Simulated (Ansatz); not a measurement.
The system is Be.

```
CELL_PARAMETERS angstrom
-1.25312 1.25312 1.25312
1.25312 -1.25312 1.25312
1.25312 1.25312 -1.25312
ATOMIC_POSITIONS crystal
Be 0.00000 0.00000 0.00000
```

This isn't the form of Be at room conditions, which is hcp.

Base run:

| Quantity | Value |
| --- | --- |
| Program | Ansatz 0.2.0 |
| Functional | PBE |
| Potentials or basis | Ansatz PAW |
| Cutoff | 420 eV (not typed: the program's choice for these potentials) |
| k mesh | 15 × 15 × 15 |
| Occupations | fermi-dirac, width 0.05 eV |
| Spin | no spin polarisation |

Its results: band gap on the k mesh none (metal or under the smearing width); pressure -0.8 GPa.

**Question.** The run is repeated on the same cell with these changes: functional from PBE to exchange-only PBE; occupations from fermi-dirac, width 0.05 eV to tetrahedron. What comes out?

**Answer.** Band gap on the k mesh none (metal or under the smearing width); pressure 8.4 GPa.

Caveats: the PAW data sets come from PBE, with cores solved anew for the run's functional, which leaves a small shift of forces and pressure (some runs); with tetrahedron occupations forces and stress needn't match the slope of the energy (some runs).
